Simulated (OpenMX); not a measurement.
CdS (Greenockite) under changes of volume

One of the cells (25.121 Å³/atom); the others are scaled copies at fixed shape and fractional positions:

```xyz
4
Lattice="4.1500 0.0000 0.0000 -2.0750 3.5940 0.0000 0.0000 0.0000 6.7370" Properties=species:S:1:pos:R:3 pbc="T T T"
Cd    2.0750    1.1980    3.3685
Cd    0.0000    2.3960    0.0000
S     2.0750    1.1980    5.8949
S     0.0000    2.3960    2.5264
```

| Quantity | Value |
| --- | --- |
| Program | OpenMX 3.8.5 |
| Functional | PBE |
| Potentials or basis | OpenMX 2013 PBE set, Cd7.0-s3p2d1, S7.0-s2p2d1, fixed grid of 48 × 48 × 90 points |
| k mesh | 7 × 7 × 5 |
| Occupations | fermi-dirac, width 0.05 eV |
| Spin | no spin polarisation |

| volume (Å³/atom) | energy over the lowest point (meV/atom) | gap on the mesh (eV) | largest force (eV/Å) |
| --- | --- | --- | --- |
| 23.614 | 49.65 | 1.48 | 0.091 |
| 24.116 | 30.19 | 1.41 | 0.086 |
| 24.618 | 15.95 | 1.35 | 0.081 |
| 25.121 | 6.55 | 1.28 | 0.076 |
| 25.623 | ? | ? | ? |
| 26.126 | 0.00 | 1.15 | 0.067 |
| 26.628 | 2.03 | 1.09 | 0.063 |

Question: What does the run at 25.623 Å³/atom give?

Answer: Energy over the lowest point 1.43 meV/atom; gap on the mesh 1.22 eV; largest force 0.072 eV/Å.

Worked out: A Birch-Murnaghan fit of order 3 (a polynomial in V^(-2/3)) to the other rows has its minimum at 26.07 Å³/atom with B0 = V·E''(V) = 57 GPa and B' = 4.8 at fixed shape and positions, which overstates the stiffness. It gives 1.37 meV/atom at 25.623 Å³/atom, against the run's 1.43. A straight line through the other rows of the gap, of slope -3.26 eV per unit of ln V (its deformation potential), gives 1.22 eV, against the run's 1.22.

Energies are extrapolated to zero smearing.

Caveats: the basis of atomic orbitals isn't converged, which shifts pressures, moduli and gaps.

Spin-orbit coupling on Cd is left out.
